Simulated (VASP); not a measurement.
# Sb (Fm-3m) in VASP: further runs

One crystal, Sb, is run at these levels: r2SCAN; tasks: single point.

All numbers are computed with VASP 6.6.1; they aren't measurements. Logs are shortened: lines on timing, memory, paths and dates and some standing lists are left out, and cuts for length are marked.

### Step 1. The structure

The structure is cubic, space group Fm-3m (No. 225). The conventional cell has a = 4.742 Å, b = 4.742 Å, c = 4.742 Å, α = 90.00°, β = 90.00°, γ = 90.00°. Sb (site symmetry m-3m) has 12 Sb at 3.35 Å as nearest neighbours.

This isn't the form of Sb at room conditions, which is rhombohedral.

### Step 2. Single point, r2SCAN

INCAR

```
SYSTEM = Sb
  PREC = Accurate
  ENCUT = 450
  EDIFF = 1E-6
  ISMEAR = 0
  SIGMA = 0.01
  LREAL = .FALSE.
  LASPH = .TRUE.
  NELM = 100
  ALGO = Normal
  ISIF = 2
  LWAVE = .FALSE.
  LCHARG = .FALSE.
  METAGGA = R2SCAN
  LMIXTAU = .TRUE.
  NBANDS = 8
  ADDGRID = .FALSE.
```

KPOINTS

```
regular mesh
0
G
  4 4 4
  0 0 0
```

POSCAR

```
Sb
1.0
    0.0000000000      2.3712425216      2.3712425216
    2.3712425216      0.0000000000      2.3712425216
    2.3712425216      2.3712425216      0.0000000000
Sb
1
Direct
    0.0000000000      0.0000000000      0.0000000000
```

Potentials or basis: VASP PAW PBE potentials, release 64 (Sb).

The run is started by

```console
cat potpaw_PBE.64/Sb/POTCAR > POTCAR
mpirun -np 1 vasp_std > vasp.out
```

OUTCAR:

```text
SYSTEM = Sb
   PREC = Accurate
   ENCUT = 450
   EDIFF = 1E-6
   ISMEAR = 0
   LREAL = .FALSE.
   LASPH = .TRUE.
   NELM = 100
   ISIF = 2
   METAGGA = R2SCAN

 Found      8 irreducible k-points:

 Following reciprocal coordinates:
            Coordinates               Weight
  0.000000  0.000000  0.000000      1.000000
  0.250000  0.000000  0.000000      8.000000
  0.500000  0.000000  0.000000      4.000000
  0.250000  0.250000  0.000000      6.000000
  0.500000  0.250000  0.000000     24.000000
 -0.250000  0.250000  0.000000     12.000000
   k-points           NKPTS =      8   k-points in BZ     NKDIM =      8   number of bands    NBANDS=      8
   number of dos      NEDOS =    301   number of ions     NIONS =      1
   total plane-waves  NPLWV =  13824
   dimension x,y,z NGX =    24 NGY =   24 NGZ =   24
   dimension x,y,z NGXF=    48 NGYF=   48 NGZF=   48
   ions per type =               1
   NGX,Y,Z   is equivalent  to a cutoff of  11.90, 11.90, 11.90 a.u.
   NGXF,Y,Z  is equivalent  to a cutoff of  23.80, 23.80, 23.80 a.u.
 SYSTEM =  Sb
   PREC   = accura    normal or accurate (medium, high low for compatibility)
   ISTART =      0    job   : 0-new  1-cont  2-samecut
   ICHARG =      2    charge: 1-file 2-atom 10-const
   ISPIN  =      1    spin polarized calculation?
   LNONCOLLINEAR =      F non collinear calculations
   LSORBIT =      F    spin-orbit coupling
   LASPH  =      T    aspherical Exc in radial PAW
   ENCUT  =  450.0 eV  33.07 Ry    5.75 a.u.   5.80  5.80  5.80*2*pi/ulx,y,z
   NELM   =    100;   NELMIN=  2; NELMDL= -5     # of ELM steps
   EDIFF  = 0.1E-05   stopping-criterion for ELM
   LREAL  =      F    real-space projection
   EDIFFG = 0.1E-04   stopping-criterion for IOM
   NSW    =      0    number of steps for IOM
   IBRION =     -1    ionic relax: 0-MD 1-quasi-New 2-CG
   NFREE  =      0    steps in history (QN), initial steepest desc. (CG)
   ISIF   =      2    stress and relaxation
   ISYM   =      2    0-nonsym 1-usesym 2-fastsym
   POTIM  = 0.5000    time-step for ionic-motion
   TEBEG  =    0.0;   TEEND  =   0.0 temperature during run
   PSTRESS=    0.0 pullay stress
   NELECT =       5.0000    total number of electrons
   NUPDOWN=      -1.0000    fix difference up-down
   EMIN   =  10.00;   EMAX   =-10.00  energy-range for DOS
   EFERMI =   0.00;   METHOD = LEGACY
   ISMEAR =     0;   SIGMA  =   0.01  broadening in eV -4-tet -1-fermi 0-gaus
   EFERMI_NEDOS =   21; number of points for ismear=-14 and -15
   IALGO  =     38    algorithm
   IMIX   =      4    mixing-type and parameters
     AMIX     =   0.40;   BMIX     =  1.00
     AMIX_MAG =   1.60;   BMIX_MAG =  1.00
  volume/ion in A,a.u.               =      26.67       179.95
  Fermi-wavevector in a.u.,A,eV,Ry     =   0.937013  1.770697 11.945820  0.877993
  Thomas-Fermi vector in A             =   2.064081
   LORBIT       =      0    0 simple, 1 ext, 2 COOP (PROOUT), +10 PAW based schemes
   METAGGA = R2SCAN    functional components
   LHFCALC =     F    Hartree Fock is set to
   AEXX    =    0.0000 exact exchange contribution
   IVDW    =     0    specifies the selected vdW correction
   LEPSILON=     F    determine dielectric tensor
   LRPA    =     F    only Hartree local field effects (RPA)
 non-spin polarized calculation
 Gauss-broadening in eV      SIGMA  =   0.01
  energy-cutoff  :      450.00
  volume of cell :       26.67
 maximum number of plane-waves:       604
   NGX = 11   NGY = 11   NGZ = 11

 number of electron       5.0000000 magnetization

 Free energy of the ion-electron system (eV)
  ---------------------------------------------------
  ext. energy  EPLUGINS =         0.00000000
  ---------------------------------------------------
  free energy    TOTEN  =       -25.24311675 eV

  energy without entropy =      -25.24110576  energy(sigma->0) =      -25.24211126

 E-fermi :   7.8124     XC(G=0): -10.9055

 val. band max:        7.8101487696   @ k =   0.5000   0.2500   0.0000
 cond. band min:       8.9509229214   @ k =   0.5000   0.5000   0.0000
 fundamental gap:      1.1407741518
 Fermi energy:         7.8124018902

 k-point     1 :       0.0000    0.0000    0.0000
  band No.  band energies     occupation
      1      -5.0890      2.00000
      2      14.2977      0.00000
      3      14.2977      0.00000
      4      14.2977      0.00000
      5      19.0430      0.00000
      6      19.0430      0.00000
      7      19.0430      0.00000
      8      19.5702      0.00000

 k-point     2 :       0.2500    0.0000    0.0000
  band No.  band energies     occupation
      1      -3.7772      2.00000
      2       7.7722      2.00000
      3      13.1729      0.00000
      4      13.1729      0.00000
      5      17.4326      0.00000
      6      19.5153      0.00000
      7      19.5153      0.00000
      8      21.1516      0.00000

 k-point     3 :       0.5000    0.0000    0.0000
  band No.  band energies     occupation
      1      -1.0018      2.00000
      2       2.3547      2.00000
      3      12.4562      0.00000
      4      12.4562      0.00000
      5      17.3936      0.00000
      6      18.1667      0.00000
      7      18.1667      0.00000
      8      19.0783      0.00000

 k-point     4 :       0.2500    0.2500    0.0000
  band No.  band energies     occupation
      1      -3.3320      2.00000
      2       9.6197      0.00000
      3      10.8058      0.00000
      4      10.8058      0.00000
      5      14.8709      0.00000
      6      15.8490      0.00000
      7      23.8495      0.00000
      8      23.8495      0.00000

 k-point     5 :       0.5000    0.2500    0.0000
  band No.  band energies     occupation
      1      -0.5938      2.00000
      2       4.3048      2.00000
      3       7.8101      1.25000
      4      10.2700      0.00000
      5      14.5459      0.00000
      6      19.3294      0.00000
      7      22.1332      0.00000
      8      23.0908      0.00000

 k-point     6 :      -0.2500    0.2500    0.0000
  band No.  band energies     occupation
      1      -1.7024      2.00000
      2       6.0053      2.00000
      3       7.0032      2.00000
      4      12.1723      0.00000
      5      16.2786      0.00000
      6      20.8869      0.00000
      7      21.0482      0.00000
      8      21.5511      0.00000

 [... further k-points ...]

------------------------ aborting loop because EDIFF is reached ----------------------------------------

  FORCE on cell =-STRESS in cart. coord.  units (eV):
  Direction    XX          YY          ZZ          XY          YZ          ZX
  --------------------------------------------------------------------------------------
  -------------------------------------------------------------------------------------
  Total       -0.0675685     -0.0675685     -0.0675685     -0.0000000      0.0000000      0.0000000
  in kB       -4.0597292     -4.0597292     -4.0597292     -0.0000000      0.0000000      0.0000000
  external PRESSURE =      -4.0597292 kB  Pullay stress =       0.0000000 kB

 VOLUME and BASIS-vectors are now :
 -----------------------------------------------------------------------------
  energy-cutoff  :      450.00
  volume of cell :       26.67
      direct lattice vectors                 reciprocal lattice vectors
     0.000000000  2.371242522  2.371242522    -0.210859916  0.210859916  0.210859916
     2.371242522  0.000000000  2.371242522     0.210859916 -0.210859916  0.210859916
     2.371242522  2.371242522  0.000000000     0.210859916  0.210859916 -0.210859916

 POSITION                                       TOTAL-FORCE (eV/Angst)
 -----------------------------------------------------------------------------------
      0.00000      0.00000      0.00000         0.000000      0.000000      0.000000
 -----------------------------------------------------------------------------------
    total drift:                               -0.000000      0.000000      0.000000

  FREE ENERGIE OF THE ION-ELECTRON SYSTEM (eV)
  ---------------------------------------------------
  free  energy   TOTEN  =       -25.2431167500 eV

  energy  without entropy=      -25.2411057635  energy(sigma->0) =      -25.24211126
```

It took 17 s on 1 thread of Intel Xeon Platinum 8559C (Emerald Rapids), shared host; peak memory 0.13 GiB.

These settings aren't checked as converged: the numbers below hold their error.

Results:

| Item | Value |
| --- | --- |
| Free energy | -25.2431 eV |
| Pressure | -0.4 GPa |
| Band gap on the k mesh | none (metal or under the smearing width) |

Caveat: the k mesh is coarse (spacing up to 0.57 Å⁻¹), so the values aren't converged; the PAW data sets were made with another functional, which shifts forces and pressure a little.

### Step 3. Single point, r2SCAN

Edit INCAR of step 2 so:

```diff
@@ -1,3 +1,3 @@
 SYSTEM = Sb
-  PREC = Accurate
+  PREC = Low
   ENCUT = 450
@@ -5,3 +5,3 @@
   ISMEAR = 0
-  SIGMA = 0.01
+  SIGMA = 0.05
   LREAL = .FALSE.
```

KPOINTS is that of step 2.

POSCAR is that of step 2.

Potentials or basis: VASP PAW PBE potentials, release 64 (Sb).

The run is started by

```console
cat potpaw_PBE.64/Sb/POTCAR > POTCAR
mpirun -np 1 vasp_std > vasp.out
```

OUTCAR:

```text
SYSTEM = Sb
   PREC = Low
   ENCUT = 450
   EDIFF = 1E-6
   ISMEAR = 0
   LREAL = .FALSE.
   LASPH = .TRUE.
   NELM = 100
   ISIF = 2
   METAGGA = R2SCAN

 Found      8 irreducible k-points:

 Following reciprocal coordinates:
            Coordinates               Weight
  0.000000  0.000000  0.000000      1.000000
  0.250000  0.000000  0.000000      8.000000
  0.500000  0.000000  0.000000      4.000000
  0.250000  0.250000  0.000000      6.000000
  0.500000  0.250000  0.000000     24.000000
 -0.250000  0.250000  0.000000     12.000000
   k-points           NKPTS =      8   k-points in BZ     NKDIM =      8   number of bands    NBANDS=      8
   number of dos      NEDOS =    301   number of ions     NIONS =      1
   total plane-waves  NPLWV =   5832
   dimension x,y,z NGX =    18 NGY =   18 NGZ =   18
   dimension x,y,z NGXF=    18 NGYF=   18 NGZF=   18
   ions per type =               1
   NGX,Y,Z   is equivalent  to a cutoff of   8.92,  8.92,  8.92 a.u.
   NGXF,Y,Z  is equivalent  to a cutoff of   8.92,  8.92,  8.92 a.u.
 SYSTEM =  Sb
   PREC   = low       normal or accurate (medium, high low for compatibility)
   ISTART =      0    job   : 0-new  1-cont  2-samecut
   ICHARG =      2    charge: 1-file 2-atom 10-const
   ISPIN  =      1    spin polarized calculation?
   LNONCOLLINEAR =      F non collinear calculations
   LSORBIT =      F    spin-orbit coupling
[... 59 lines left out ...]
 k-point     1 :       0.0000    0.0000    0.0000
  band No.  band energies     occupation
      1      -5.0891      2.00000
      2      14.2979      0.00000
      3      14.2979      0.00000
      4      14.2979      0.00000
      5      19.0425      0.00000
      6      19.0425      0.00000
      7      19.0425      0.00000
      8      19.5682      0.00000
[... 45 lines left out ...]
 k-point     6 :      -0.2500    0.2500    0.0000
  band No.  band energies     occupation
      1      -1.7026      2.00000
      2       6.0057      2.00000
      3       7.0027      2.00000
      4      12.1723      0.00000
      5      16.2785      0.00000
      6      20.8868      0.00000
      7      21.0471      0.00000
      8      21.5506      0.00000

 [... further k-points ...]

------------------------ aborting loop because EDIFF is reached ----------------------------------------

  FORCE on cell =-STRESS in cart. coord.  units (eV):
  Direction    XX          YY          ZZ          XY          YZ          ZX
  --------------------------------------------------------------------------------------
  -------------------------------------------------------------------------------------
  Total       -0.0795491     -0.0795491     -0.0795491      0.0000000     -0.0000000     -0.0000000
  in kB       -4.7795573     -4.7795573     -4.7795573      0.0000000     -0.0000000     -0.0000000
  external PRESSURE =      -4.7795573 kB  Pullay stress =       0.0000000 kB

 VOLUME and BASIS-vectors are now :
 -----------------------------------------------------------------------------
  energy-cutoff  :      450.00
  volume of cell :       26.67
      direct lattice vectors                 reciprocal lattice vectors
     0.000000000  2.371242522  2.371242522    -0.210859916  0.210859916  0.210859916
     2.371242522  0.000000000  2.371242522     0.210859916 -0.210859916  0.210859916
     2.371242522  2.371242522  0.000000000     0.210859916  0.210859916 -0.210859916

 POSITION                                       TOTAL-FORCE (eV/Angst)
 -----------------------------------------------------------------------------------
      0.00000      0.00000      0.00000         0.000000      0.000000      0.000000
 -----------------------------------------------------------------------------------
    total drift:                               -0.000000     -0.000000      0.000000

  FREE ENERGIE OF THE ION-ELECTRON SYSTEM (eV)
  ---------------------------------------------------
  free  energy   TOTEN  =       -25.2515939624 eV

  energy  without entropy=      -25.2405320190  energy(sigma->0) =      -25.24606299
```

It used 6.3 s of CPU time on 1 thread of Intel(R) Xeon(R) Platinum 8559C (Emerald Rapids) (shared host), which was overloaded at the time.

The run converged, but some of its settings lie outside the range that counts as converged, so its numbers aren't taken as properties of the crystal.

What came out:

```yaml
Free_energy: -25.2516 eV
Pressure: -0.5 GPa
Band_gap_on_the_k_mesh: none (metal or under the smearing width)
```

Caveat: the k mesh is coarse (spacing up to 0.57 Å⁻¹), so the values aren't converged; the PAW data sets were made with another functional, which shifts forces and pressure a little.

### Step 4. Single point, r2SCAN

Edit INCAR of step 3 so:

```diff
@@ -1,3 +1,3 @@
 SYSTEM = Sb
-  PREC = Low
+  PREC = Normal
   ENCUT = 450
```

KPOINTS is that of step 3.

POSCAR is that of step 3.

The run is started by

```console
cat potpaw_PBE.64/Sb/POTCAR > POTCAR
mpirun -np 1 vasp_std > vasp.out
```

It used 6.2 s of CPU time on 1 thread of Intel(R) Xeon(R) Platinum 8559C (Emerald Rapids), with other jobs on the host, which was overloaded at the time.

The run converged, but some of its settings lie outside the range that counts as converged, so its numbers aren't taken as properties of the crystal.

Results:

| Item | Value |
| --- | --- |
| Free energy | -25.2514 eV |
| Pressure | -0.4 GPa |
| Band gap on the k mesh | none (metal or under the smearing width) |

Caveat: the k mesh is coarse (spacing up to 0.57 Å⁻¹), so the values aren't converged; the PAW data sets were made with another functional, which shifts forces and pressure a little.

(Part 1 of 2 ends here.)
